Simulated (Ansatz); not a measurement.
Runs of Ansatz 0.2.0 on Se. The structure is trigonal, space group P3_121 (No. 152). The conventional cell has a = 4.366 Å, b = 4.366 Å, c = 4.954 Å, α = 90.00°, β = 90.00°, γ = 120.00°. Se (site symmetry 2) is surrounded by 2 Se at 2.37 Å. 

```csv
task,level,potentials or basis,spin,cell,k mesh,cutoff (eV),smearing,driver,conventional,atoms under strain,broadening,eos,gap on the mesh (eV),pressure (GPa),moment (μB),largest force (eV/Å)
elastic constants,RPBE+D3(BJ)+ATM,Ansatz PAW polarizable,"collinear, antiferromagnetic start",as given,6 × 6 × 5,420,gaussian 0.01 eV,chain,yes,relaxed,-,-,1.23,(a),0.00,-
single point,PBEsol+D4,Ansatz PAW,"non-collinear, random start, SOC",cell strained at random at fixed volume,6 × 6 × 4,420,cold 0.01 eV,calculator,-,-,-,-,0.85,-1.0,0.00,0.68
single point,PBEsol+D4,Ansatz PAW,"non-collinear, random start, SOC",cell strained at random at fixed volume,6 × 6 × 4,420,cold 0.01 eV,-,-,-,-,-,0.85,-1.0,0.00,0.68
optical spectrum,PBEsol,PseudoDojo PBEsol stringent,off,as given,7 × 7 × 6,1415,tetrahedron,chain,-,-,0.05 eV,-,1.15,-,-,-
```

Problem. Fill in the values left out.

Solution. (a) -5.8.

Caveats: odd divisions of the mesh miss points on the zone boundary, where band edges often lie, so the gap on the mesh can be too wide (some runs); the starting moments weren't kept (some runs); the potentials were made for another functional, which shifts forces and pressure (some runs); the cell is more than 3 GPa from zero pressure, which shifts response properties (some runs); the elastic tensor has a negative eigenvalue, so either the cell is unstable as it stands or the mesh is too thin (some runs); the PAW data sets come from PBE, with cores solved anew for the run's functional, which leaves a small shift of forces and pressure (some runs); the thresholds are loose for stress (some runs).

A k mesh can miss the band edges, and rows without SOC leave out spin-orbit coupling on Se.

The runs don't all hold the same shells in valence.
